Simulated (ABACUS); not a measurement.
# GaAs (F-43m) in ABACUS: a series of runs

One crystal, GaAs, is run at these levels: PBEsol, OLYP, B86bPBE; tasks: single point, relaxation of cell and atoms.

Program: ABACUS 3.10.1. These are calculated values, not measurements. Logs are shortened: lines on timing, memory, paths and dates and some standing lists are left out, and cuts for length are marked.

**Measured values to compare with.**

“Evidence of valence band perturbations in GaAsN/GaAs(001): A combined variable-angle spectroscopic ellipsometry and modulated photoreflectance investigation”, 2008, arxiv:0805.2212 reports, for a bulk crystal of GaAs at 300 K: band gap 1.418 ± 0.005 eV (direct); band gap 1.412 ± 0.01 eV (direct).

The results are compared with them further down.

## Step 1: The structure

It takes space group F-43m (No. 216, cubic). The conventional cell has a = 5.654 Å, b = 5.654 Å, c = 5.654 Å, α = 90.00°, β = 90.00°, γ = 90.00°. As (site symmetry -43m) is surrounded by 4 Ga at 2.45 Å. Ga (site symmetry -43m) has 4 As at 2.45 Å as nearest neighbours.

## Step 2: Single point, PBEsol

Contents of INPUT:

```
INPUT_PARAMETERS
suffix              GaAs
calculation         scf
basis_type          pw
pseudo_dir          ./
latname             fcc
symmetry            1
dft_functional      pbesol
ecutwfc             84
pseudo_rcut         10
nspin               1
nbands              24
ks_solver           dav
smearing_method     fd
smearing_sigma      0.00367493
scf_thr             1e-08
scf_nmax            100
mixing_type         broyden
mixing_beta         0.7
cal_force           1
cal_stress          1
out_chg             1
kpar                4
```

Contents of STRU:

```
ATOMIC_SPECIES
As 74.9216 As.upf
Ga 69.7230 Ga.upf

LATTICE_CONSTANT
10.6839445908

ATOMIC_POSITIONS
Direct

As
0.0
1
0.2500000000 0.2500000000 0.2500000000 1 1 1

Ga
0.0
1
0.0000000000 0.0000000000 0.0000000000 1 1 1
```

Contents of KPT:

```
K_POINTS
0
Gamma
6 6 6 0 0 0
```

Potentials or basis: PseudoDojo NC SR 0.4.1 PBE standard, plane waves.

Started as:

```bash
> OMP_NUM_THREADS=1 mpirun -np 4 abacus > log
```

running log:

```text
ABACUS v3.10.1

               Atomic-orbital Based Ab-initio Computation at UStc

 ------------------------------------------------------------------------------------

 READING GENERAL INFORMATION
                           global_out_dir = OUT.GaAs/
                           global_in_card = INPUT
                               pseudo_dir = ./
                              orbital_dir =
                                    DSIZE = 4
                                    GSIZE = 1

 READING UNITCELL INFORMATION
                                    ntype = 2
                  lattice constant (Bohr) = 10.6839
              lattice constant (Angstrom) = 5.6537

 READING ATOM TYPE 1
                               atom label = As
                      L=0, number of zeta = 1
                      L=1, number of zeta = 1
                      L=2, number of zeta = 1
             number of atom for this type = 1

 READING ATOM TYPE 2
                               atom label = Ga
                      L=0, number of zeta = 1
                      L=1, number of zeta = 1
                      L=2, number of zeta = 1
             number of atom for this type = 1

                        TOTAL ATOM NUMBER = 2
DIRECT COORDINATES
    atom                   x                   y                   z     mag                  vx                  vy                  vz
taud_As1            0.2500000000        0.2500000000        0.2500000000  0.0000        0.0000000000        0.0000000000        0.0000000000
taud_Ga1            0.0000000000        0.0000000000        0.0000000000  0.0000        0.0000000000        0.0000000000        0.0000000000

                          Volume (Bohr^3) = 304.884
                             Volume (A^3) = 45.1791

 Lattice vectors: (Cartesian coordinate: in unit of a_0)
                 -0.5                  +0                +0.5
                   +0                +0.5                +0.5
                 -0.5                +0.5                  +0
 Reciprocal vectors: (Cartesian coordinate: in unit of 2 pi/a_0)
                   -1                  -1                  +1
                   +1                  +1                  +1
                   -1                  +1                  -1
 The esolver type has been set to : ksdft_pw

                PAO radial cut off (Bohr) = 10

 Read in pseudopotential file is As.upf
                     pseudopotential type = NC
          exchange-correlation functional = PBE
                 nonlocal core correction = 1
                        valence electrons = 15
                                     lmax = 2
                           number of zeta = 3
                     number of projectors = 6
                           L of projector = 0
                           L of projector = 0
                           L of projector = 1
                           L of projector = 1
                           L of projector = 2
[... 181 lines left out ...]
 projector 1 L=0
 projector 2 L=0
 projector 3 L=1
 projector 4 L=1
 projector 5 L=2
 projector 6 L=2
      TOTAL NUMBER OF NONLOCAL PROJECTORS = 36

 Init Non-Local PseudoPotential table :
 Init Non-Local-Pseudopotential done.

                                     npwx = 3996

 Make real space PAO into reciprocal space.
       max mesh points in Pseudopotential = 1001
     dq(describe PAO in reciprocal space) = 0.01
                                    max q = 1104

 number of pseudo atomic orbitals for As is 3
WARNING: norm of atomic wavefunction # 3 of atomic type As is 0.99996, renormalized

 number of pseudo atomic orbitals for Ga is 3
WARNING: norm of atomic wavefunction # 2 of atomic type Ga is 0.999997, renormalized
WARNING: norm of atomic wavefunction # 3 of atomic type Ga is 0.998668, renormalized

 -------------------------------------------
 SELF-CONSISTENT
 -------------------------------------------
                                 init_chg = atomic

 PW ALGORITHM --------------- ION=   1  ELEC=   1--------------------------------

 Notice: Threshold on eigenvalues was too large.
 hsover_error=0.28 > DRHO=0.0527058
 Origin diag ethr = 0.01
 New diag ethr = 0.000188235

 Density error is 0.0528798915626
                          Error Threshold = 0.000188235017195
----------------------------------------------------------
     Energy           Rydberg                 eV
----------------------------------------------------------
 E_KohnSham     -364.2090814517      -4955.3187710886
 E_Harris       -364.1168154696      -4954.0634280005
 E_Fermi        0.6319920167         8.5986925181
----------------------------------------------------------
[... 63 lines left out ...]
 Density error is 4.61072259092e-09
                          Error Threshold = 1.47748690741e-10
----------------------------------------------------------
     Energy           Rydberg                 eV
----------------------------------------------------------
 E_KohnSham     -364.2180208682      -4955.4403980902
 E_KS(sigma->0) -364.2180164819      -4955.4403384121
 E_Harris       -364.2176404792      -4955.4352226320
 E_band         -21.7814799529       -296.3522382326
 E_one_elec     -191.8156038822      -2609.7851781094
 E_Hartree      114.4028091846       1556.5300721174
 E_xc           -88.4523836201       -1203.4564189149
 E_Ewald        -198.3528337780      -2698.7287538272
 E_entropy(-TS) -0.0000087725        -0.0001193561
 E_descf        0.0000000000         0.0000000000
 E_exx          0.0000000000         0.0000000000
 E_Fermi        0.6559552645         8.9247292301
----------------------------------------------------------

 charge density convergence is achieved
 final etot is -4955.4403981 eV
 EFERMI = 8.9247292301 eV

 STATE ENERGY(eV) AND OCCUPATIONS    NSPIN == 1
 1/4 kpoint (Cartesian) = 0.0000 0.0000 0.0000 (3839 pws)
       1       -26.3494     0.00925926
       2       -26.3494     0.00925926
       3       -26.3494     0.00925926
       4       -26.3394     0.00925926
       5       -26.3394     0.00925926
       6       -6.02081     0.00925926
[... 94 lines left out ...]
      23        21.8436        0.00000
      24        21.8436        0.00000

------------------------------------------------------------------------------------------
 TOTAL-FORCE (eV/Angstrom)
------------------------------------------------------------------------------------------
                       As1         0.0000000000         0.0000000000         0.0000000000
                       Ga1         0.0000000000         0.0000000000         0.0000000000
------------------------------------------------------------------------------------------

----------------------------------------------------------------
 TOTAL-STRESS (KBAR)
----------------------------------------------------------------
         2.7305907822         0.0000000000         0.0000000000
         0.0000000000         2.7305907822         0.0000000000
         0.0000000000         0.0000000000         2.7305907822
----------------------------------------------------------------
 TOTAL-PRESSURE: 2.730591 KBAR

 --------------------------------------------
 !FINAL_ETOT_IS -4955.4403980901743125 eV
 --------------------------------------------
```

Wall time 5.7 s (4 MPI ranks of Intel Xeon Platinum 8559C (Emerald Rapids), shared host); peak memory 0.4 GiB.

Results:

```
Free energy            : -4955.4404 eV
Pressure               : 0.3 GPa
Band gap on the k mesh : 0.42 eV, direct
```

Caveat: the potentials were made for another functional, which shifts forces and pressure.

## Step 3: Single point, OLYP

Edit INPUT of step 2 so:

```diff
@@ -5,5 +5,4 @@
 pseudo_dir          ./
-latname             fcc
 symmetry            1
-dft_functional      pbesol
+dft_functional      GGA_X_OPTX+GGA_C_LYP
 ecutwfc             84
```

Contents of STRU:

```
ATOMIC_SPECIES
As 74.9216 As.upf
Ga 69.7230 Ga.upf

LATTICE_CONSTANT
1.8897261246

LATTICE_VECTORS
0.0000000000 2.8268500000 2.8268500000
2.8268500000 0.0000000000 2.8268500000
2.8268500000 2.8268500000 0.0000000000

ATOMIC_POSITIONS
Cartesian

As
0.0
1
4.2402750000 4.2402750000 4.2402750000 1 1 1

Ga
0.0
1
0.0000000000 0.0000000000 0.0000000000 1 1 1
```

KPT is that of step 2.

Potentials or basis: PseudoDojo NC SR 0.4.1 PBE standard, plane waves.

Started as:

```bash
> OMP_NUM_THREADS=1 mpirun -np 4 abacus > log
```

Run time: 6.9 s. Hardware: 4 MPI ranks of Intel Xeon Platinum 8488C (Sapphire Rapids), shared host; peak memory 0.4 GiB.

It converged, with:

* Free energy: -4989.2376 eV
* Pressure: 5.4 GPa
* Band gap on the k mesh: 0.87 eV, direct

Levels at points of the mesh, in eV from the valence-band top:
| k point | band 11 | band 12 | band 13 | band 14 | band 15 | band 16 | band 17 | band 18 |
| --- | --- | --- | --- | --- | --- | --- | --- | --- |
| (0.00, 0.00, 0.00) | -12.61 | 0.00 | 0.00 | 0.00 | 0.87 | 3.81 | 3.81 | 3.81 |
| (0.50, 0.50, 0.50) | -10.89 | -6.50 | -1.13 | -1.13 | 1.28 | 4.74 | 4.74 | 8.33 |
| (0.50, 0.50, 0.00) | -10.16 | -6.69 | -2.64 | -2.64 | 1.78 | 1.91 | 10.33 | 10.33 |

Caveat: the potentials were made for another functional, which shifts forces and pressure.

## Step 4: Single point, B86bPBE

Contents of run_abacus.py:

```python
"""ABACUS run from a structure file: ASE reads it, the script writes STRU, KPT and INPUT."""
import re
import subprocess
from ase.io import read
from ase.units import Bohr

atoms = read("GaAs.cif")
atoms = atoms[(-atoms.numbers).argsort(kind="stable")]  # ABACUS lists atoms element by element
pseudo = {'As': '33_As_15_1.8_2.1_pbe_n_v1.0.upf', 'Ga': '31_Ga_13_1.9_2.4_pbe_n_v1.0.upf'}
orbital = {}
magmoms = None
kmesh = [6, 6, 6]
params = {
    'suffix': 'GaAs',
    'calculation': 'scf',
    'basis_type': 'pw',
    'pseudo_dir': './',
    'symmetry': 1,
    'dft_functional': 'GGA_X_B86_MGC+GGA_C_PBE',
    'ecutwfc': 84,
    'pseudo_rcut': 10,
    'nspin': 1,
    'nbands': 24,
    'ks_solver': 'dav',
    'smearing_method': 'fd',
    'smearing_sigma': 0.00367493,
    'scf_thr': 1e-08,
    'scf_nmax': 100,
    'mixing_type': 'broyden',
    'mixing_beta': 0.7,
    'cal_force': 1,
    'cal_stress': 1,
    'out_chg': 1,
    'kpar': 4,
}

symbols = atoms.get_chemical_symbols()
elements = list(dict.fromkeys(symbols))
lines = ["ATOMIC_SPECIES"] + [f"{e} {atoms.get_masses()[symbols.index(e)]:.4f} {pseudo[e]}" for e in elements]
if orbital:
    lines += ["", "NUMERICAL_ORBITAL"] + [orbital[e] for e in elements]
lines += ["", "LATTICE_CONSTANT", f"{1 / Bohr:.10f}", "", "LATTICE_VECTORS"]
lines += [" ".join(f"{x:.10f}" for x in v) for v in atoms.cell]
lines += ["", "ATOMIC_POSITIONS", "Direct"]
for e in elements:
    lines += ["", e, "0.0", str(symbols.count(e))]
    for i, p in enumerate(atoms.get_scaled_positions(wrap=False)):
        if symbols[i] == e:
            mag = "" if magmoms is None else " mag " + " ".join(str(x) for x in (magmoms[i] if isinstance(magmoms[i], list) else [magmoms[i]]))
            lines.append(" ".join(f"{x:.10f}" for x in p) + " 1 1 1" + mag)
open("STRU", "w").write("\n".join(lines) + "\n")
open("KPT", "w").write("K_POINTS\n0\nGamma\n%d %d %d 0 0 0\n" % tuple(kmesh))
open("INPUT", "w").write("INPUT_PARAMETERS\n" + "".join(f"{k:<20s}{v}\n" for k, v in params.items()))

done = subprocess.run(['mpirun', '-np', '4', 'abacus'])
if done.returncode:
    raise SystemExit(done.returncode)
log = open("OUT.GaAs/running_scf.log").read()
print("final energy (eV):", re.findall(r"FINAL_ETOT_IS (\S+)", log))
```

Contents of GaAs.cif:

```cif
data_GaAs
_cell_length_a 3.99776961
_cell_length_b 3.99776961
_cell_length_c 3.99776961
_cell_angle_alpha 60.00000000
_cell_angle_beta 60.00000000
_cell_angle_gamma 60.00000000
_space_group_name_H-M_alt 'P1'
_space_group_name_Hall 'P 1'
_space_group_IT_number 1
loop_
_space_group_symop_operation_xyz
'x,y,z'
loop_
_atom_site_label
_atom_site_type_symbol
_atom_site_symmetry_multiplicity
_atom_site_Wyckoff_symbol
_atom_site_fract_x
_atom_site_fract_y
_atom_site_fract_z
_atom_site_occupancy
As1 As 1 a 0.7500000000 0.7500000000 0.7500000000 1
Ga1 Ga 1 a 0.0000000000 0.0000000000 0.0000000000 1
```

Potentials or basis: SPMS ONCV 1.0 PBE, plane waves.

Started as:

```bash
> OMP_NUM_THREADS=1 python run_abacus.py > log
```

Wall time 17 s (4 MPI ranks of Intel Xeon Platinum 8259CL at 2.50GHz (Skylake/Cascade Lake), shared host); peak memory 0.4 GiB.

It converged, with:

```yaml
Free_energy: -4705.8788 eV
Pressure: 3.9 GPa
Band_gap_on_the_k_mesh: 0.50 eV, direct
```

Levels at points of the mesh, in eV from the valence-band top:
| k point | band 12 | band 13 | band 14 | band 15 | band 16 | band 17 |
| --- | --- | --- | --- | --- | --- | --- |
| (0.00, 0.00, 0.00) | 0.00 | 0.00 | 0.00 | 0.50 | 3.75 | 3.75 |
| (0.50, 0.50, 0.50) | -6.63 | -1.14 | -1.14 | 1.00 | 4.66 | 4.66 |
| (0.50, 0.50, 0.00) | -6.81 | -2.67 | -2.67 | 1.50 | 1.68 | 10.17 |

Caveat: the potentials were made for another functional, which shifts forces and pressure.

[end of part 1 of 2]
